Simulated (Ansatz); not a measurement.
All numbers below come from DFT r2SCAN, scalar-relativistic, plane waves, PAW (Ansatz).

Structure of GeS:

```xyz
8
Lattice="10.8352 0.0000 0.0000 0.0000 3.5907 0.0000 0.0000 0.0000 4.5439" Properties=species:S:1:pos:R:3 pbc="T T T"
Ge    1.3905    0.8977    0.6155
Ge    4.0271    2.6930    2.8875
Ge    6.8081    0.8977    1.6564
Ge    9.4447    2.6930    3.9284
S     9.1523    0.8977    2.3315
S     7.1005    2.6930    0.0595
S     3.7347    0.8977    4.4844
S     1.6829    2.6930    2.2125
```

Cutoff 500 eV; k points 4×8×6 on the computed 8-atom cell (Γ-centred); Gaussian smearing, width 0.02 eV; no spin polarisation.

Levels along Γ–X–S–Y–Γ–Z–U–R–T–Z | X–U | Y–T | S–R, in eV from a zero inside the gap, sorted by energy at each point. Points in fractions of the primitive reciprocal vectors: Γ (0.000 0.000 0.000), X (0.500 0.000 0.000), S (0.500 0.500 0.000), Y (0.000 0.500 0.000), Z (0.000 0.000 0.500), U (0.500 0.000 0.500), R (0.500 0.500 0.500), T (0.000 0.500 0.500).
```csv
point,"k (1/Å, with 2π)",band 37,band 38,band 39,band 40,band 41,band 42,band 43
Γ,0.000,-2.60,-1.73,-1.68,-0.68,0.68,1.77,2.20
-,0.145,-2.64,-2.17,-1.50,-0.81,1.11,1.75,2.11
X,0.290,-2.75,-2.75,-1.15,-1.15,1.62,1.62,2.07
-,0.727,-2.50,-2.50,-1.32,-1.32,1.17,1.17,2.40
S,1.165,-2.41,-2.41,-2.41,-2.41,1.18,1.18,1.18
-,1.310,-2.49,-2.49,-2.20,-2.20,1.00,1.00,1.17
Y,1.455,-2.50,-2.50,-2.07,-2.07,0.88,0.88,1.11
-,1.892,-2.80,-1.74,-1.41,-1.28,1.06,1.13,1.60
Γ,2.330,-2.60,-1.73,-1.68,-0.68,0.68,1.77,2.20
-,2.675,-2.63,-1.97,-1.08,-1.06,1.17,1.50,1.92
Z,3.021,-1.97,-1.97,-1.13,-1.13,1.39,1.39,2.03
-,3.166,-1.89,-1.89,-1.14,-1.14,1.40,1.40,1.93
U,3.311,-1.84,-1.84,-1.15,-1.15,1.40,1.40,1.87
-,3.748,-2.08,-2.08,-2.07,-2.07,2.44,2.44,2.94
R,4.186,-2.21,-2.21,-2.21,-2.21,2.34,2.34,2.34
-,4.331,-2.51,-2.51,-2.09,-2.09,2.44,2.44,2.44
T,4.476,-2.70,-2.70,-2.10,-2.10,2.52,2.52,2.56
-,4.913,-2.33,-2.33,-1.52,-1.52,1.67,1.67,2.96
Z,5.351,-1.97,-1.97,-1.13,-1.13,1.39,1.39,2.03
X,5.351,-2.75,-2.75,-1.15,-1.15,1.62,1.62,2.07
-,5.697,-2.07,-2.07,-1.51,-1.51,1.66,1.66,2.08
U,6.042,-1.84,-1.84,-1.15,-1.15,1.40,1.40,1.87
Y,6.042,-2.50,-2.50,-2.07,-2.07,0.88,0.88,1.11
-,6.388,-2.76,-2.76,-1.81,-1.81,1.09,1.09,2.34
T,6.734,-2.70,-2.70,-2.10,-2.10,2.52,2.52,2.56
S,6.734,-2.41,-2.41,-2.41,-2.41,1.18,1.18,1.18
-,7.079,-2.29,-2.29,-2.29,-2.29,1.88,1.88,1.88
R,7.425,-2.21,-2.21,-2.21,-2.21,2.34,2.34,2.34
```

The cell holds layers, and where no dispersion correction was added their binding is poorly described.

Cost: 1 run of about 5.8 core-minutes, on Arm Neoverse V1 (shared hosts).